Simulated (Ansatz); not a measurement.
# Structure relaxation of Ir

Level of theory: DFT PBE, scalar-relativistic, plane waves, PAW in Ansatz.

Ir was placed on the beta-tungsten (A15) structure type (Pm-3n, No. 223), at a guessed volume.

The final relaxation ran on this input, with the default PAW datasets:

```yaml
crystal:
  lattice:
    - [4.9467129544, 0.0, 0.0]
    - [0.0, 4.9467129544, 0.0]
    - [0.0, 0.0, 4.9467129544]
  atoms:
    - { symbol: Ir, position: [0.5, 0.5, 0.5] }
    - { symbol: Ir, position: [0.0, 0.0, 0.0] }
    - { symbol: Ir, position: [0.25, 0.0, 0.5] }
    - { symbol: Ir, position: [0.5, 0.25, 0.0] }
    - { symbol: Ir, position: [0.5, 0.75, 0.0] }
    - { symbol: Ir, position: [0.75, 0.0, 0.5] }
    - { symbol: Ir, position: [0.0, 0.5, 0.75] }
    - { symbol: Ir, position: [0.0, 0.5, 0.25] }
basis:
  ecutwfc: 420
kpoints:
  mp_grid: { grid: [8, 8, 8] }
hamiltonian:
  xc: pbe
scf:
  occupations: { method: gaussian, width: 0.1 }
output:
  forces: true
  stress: true
  eigenvalues: true
relax:
  adjacent_minimum: "off"
  f_tol: 0.01
  max_steps: 80
  cell: { stress_tol: 0.05 }
```

It can be run as:

```bash
ansatz run input.yaml --threads 1 --pin off --backend cpu --events-out ev --progress --plain --runs-dir out  # memory cap (--max-ram) not shown
```

The program printed at the end:

```
SCF converged after 8 iterations
Free energy (F): -95478.332086 eV
Harris-Foulkes:  -95478.332086 eV  (|F-HF|=1.46e-11)
Internal energy: -95478.262341 eV  (E = F + TS)
E sigma→0 (E₀):  -95478.297213 eV
Entropy (-TS):   -0.069745 eV (-8.718 meV/atom)
Fermi energy:    23.854235 eV
--- Per-component energies (eV) ---
  E_band       = -887.901796
  E_kinetic    = 4980.812540
  E_local      = -9221.286979  (includes V_loc(G=0)·N_el)
  E_nonlocal   = 585.023587
  E_hartree    = 3509.364206
  E_xc         = -2139.072923
  E_vxc        = -2394.326685  (∫ρ·V_xc dr)
  E_paw        = -73788.655624  (= ΣΔE_a)
  E_vpaw       = -1856.853153  (= ΣTr[D̂ρ^β])
  E_aug_tail   = 0.000481  (compensation charges beyond the density's cutoff)
  E_ewald      = -19404.447629
  E_smearing   = -0.069745  (= −TS)
  E_closure    = 0.000000  (closes the sum)
  Σ components = -95478.332086   (vs F -95478.332086, Δ=0.00e0)
--- Forces (eV/Å), atoms counted from 1 ---
  atom   1  Ir     0.00000000     0.00000000     0.00000000
  atom   2  Ir     0.00000000     0.00000000     0.00000000
  atom   3  Ir     0.00000000     0.00000000     0.00000000
  atom   4  Ir     0.00000000     0.00000000     0.00000000
  atom   5  Ir     0.00000000     0.00000000     0.00000000
  atom   6  Ir     0.00000000     0.00000000     0.00000000
  atom   7  Ir     0.00000000     0.00000000     0.00000000
  atom   8  Ir     0.00000000     0.00000000     0.00000000
  max |Σ_I F_I| component: 2.31e-17 eV/Å
--- Stress (GPa, compression-positive) ---
       -0.001078       0.000000       0.000000
        0.000000      -0.001078       0.000000
        0.000000       0.000000      -0.001078
  P = ⅓ Tr σ = -0.0011 GPa (-0.011 kbar)
--- Relaxed structure (3 steps of the walk, 2 accepted, 1 SCFs on fresh bases) ---
  F+E_penalty+E_count = -95478.33208566 eV   max|allowed force component| = 4.366e-17 eV/Å   (the final SCF, on the basis selected at the relaxed cell)
  cell:  # Å, volume = 120.8574 Å³
    - [4.944143, 0.0, 0.000000]
    - [0.0, 4.944143, 0.0]
    - [0.000000, 0.0, 4.944143]
  atoms:
    - { symbol: Ir, position: [0.5, 0.5, 0.5] }
    - { symbol: Ir, position: [0.000000, 0.000000, 0.000000] }
    - { symbol: Ir, position: [0.25, 0.000000, 0.5] }
    - { symbol: Ir, position: [0.5, 0.25, 0.000000] }
    - { symbol: Ir, position: [0.5, 0.750000, 0.000000] }
    - { symbol: Ir, position: [0.750000, 0.000000, 0.5] }
    - { symbol: Ir, position: [0.000000, 0.5, 0.750000] }
    - { symbol: Ir, position: [0.000000, 0.5, 0.25] }
```

Absolute energies hang on the potentials; compare differences alone.

The result has space group Pm-3n (No. 223). Around Ir on Wyckoff site a (2 atoms of the primitive cell) lie 12 Ir at 2.76 Å; Ir on Wyckoff site c (6 atoms of the primitive cell) is coordinated by 2 Ir at 2.47 Å, 4 Ir at 2.76 Å and 8 Ir at 3.03 Å.

It lies 0.53 eV/atom above the element's standard state at the same level.

For metals, differences of a few meV/atom aren't resolved. Spin–orbit coupling is left out.

A structure relaxed within its symmetry needn't be a true minimum.